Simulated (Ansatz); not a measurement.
The system is TiAl.

```
Ti Al
1.0
     2.86726    0.00000    0.00000
    -1.43363    2.48312    0.00000
     0.00000    0.00000    4.67808
Ti Al
1 1
Direct
  0.00000 0.00000 0.00000
  0.33333 0.66667 0.50000
```

The cell comes from a database or a generator and needn't be the stable form of this composition.

| Property | Result |
| --- | --- |
| Program | Ansatz 0.2.0 |
| Task | single point |
| Functional | PBEsol |
| Potentials or basis | Ansatz PAW |
| Cutoff | 420 eV (not typed: the program's choice for these potentials) |
| k mesh | 11 × 11 × 6 |
| Occupations | fermi-dirac, width 0.05 eV |
| Spin | no spin polarisation |

On this cell: pressure -2.8 GPa; largest force under 0.003 eV/Å; band gap on the k mesh none (metal or under the smearing width).

The same run follows on a disturbed copy (atoms moved at random, drawn with an rms of 0.05 Å):

```
CELL_PARAMETERS angstrom
2.86726 0.00000 0.00000
-1.43363 2.48312 0.00000
0.00000 0.00000 4.67808
ATOMIC_POSITIONS crystal
Ti 0.99025 0.00486 0.01131
Al 0.34812 0.66269 0.51633
```

Problem. What changes?

Solution. The energy (extrapolated to zero smearing) moves by +4.3 meV/atom; pressure -2.8 GPa; largest force 0.219 eV/Å; band gap on the k mesh none (metal or under the smearing width).

Forces on the atoms (eV/Å):
```
Ti   0.151 -0.026  0.156
Al  -0.151  0.026 -0.156
```

Stress tensor (GPa, compression positive):
```
-2.64  1.29  0.07
 1.29 -1.90 -0.01
 0.07 -0.01 -3.73
```

Caveats: the PAW data sets come from PBE, with cores solved anew for the run's functional, which leaves a small shift of forces and pressure.
